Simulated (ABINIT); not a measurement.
Input of an ABINIT 10.8.3 (patched build) run:

File run.abi:

```
pp_dirpath "./"
pseudos "Ge.upf"

acell 3*1.0 Angstrom
rprim
     3.9975858431     0.0000000000     0.0000000000
    -1.9987929216     3.4620108940     0.0000000000
     0.0000000000     0.0000000000     6.5993779500
ntypat 1
znucl 32
natom 4
typat 1 1 1 1
xred
     0.3333333333     0.6666666667     0.9370987500
     0.6666666667     0.3333333333     0.4370987500
     0.3333333333     0.6666666667     0.5629012500
     0.6666666667     0.3333333333     0.0629012500

ecut 952.398519 eV

kptopt 1
ngkpt 6 6 3
nshiftk 1
shiftk 0.0 0.0 0.0

ixc -116133

nband 34
occopt 3
tsmear 0.05 eV

nstep 100
tolvrs 1.0e-10

iomode 3
prtwf 0
prtden 0
prteig 0
prtebands 0
enunit 2
```

Potentials or basis: PseudoDojo NC SR PBEsol v0.4.1 standard.

The run is started by

```sh
$ mpirun --bind-to none -np 4 abinit run.abi > log 2>&1
```

Task: What does it give for the largest force?

Result: 0.021 eV/Å.

Task: Estimate the band gap on the k mesh.

Result: 0.17 eV, direct.

Task: What does it give for the pressure?

Result: -1.8 GPa.

Forces on the atoms (eV/Å):
```
Ge   0.000  0.000 -0.021
Ge   0.000  0.000 -0.021
Ge   0.000  0.000  0.021
Ge   0.000  0.000  0.021
```

Caveat: an odd mesh through Γ misses points on the zone boundary, where band edges often lie.
